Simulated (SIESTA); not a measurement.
Si:

```
Si
1.0
     0.00000    2.72185    2.72185
     2.72185    0.00000    2.72185
     2.72185    2.72185    0.00000
Si
2
Direct
  0.50000 0.50000 0.50000
  0.75000 0.75000 0.75000
```

Base run:

* Program: SIESTA 5.4.2
* Functional: PBE
* Potentials or basis: PseudoDojo 0.4 standard (PBE files)
* Basis: TZP (energy shift 0.002 Ry)
* Grid cutoff: 500 Ry
* Energy shift: 0.002 Ry
* k mesh: 8 × 8 × 8
* Occupations: fermi-dirac, width 0.05 eV
* Spin: no spin polarisation

Its results: band gap on the k mesh 0.63 eV, indirect (least direct gap 2.56 eV); pressure 2.3 GPa.

The run is repeated on the same cell with these changes: k mesh from 8 × 8 × 8 to 6 × 6 × 6. What comes out?

Band gap on the k mesh 0.73 eV, indirect (least direct gap 2.55 eV); pressure 2.4 GPa.

Caveats: the basis of atomic orbitals isn't converged, which shifts pressures, moduli and gaps.

A k mesh can miss the band edges.

Not every run made on this cell is shown here.
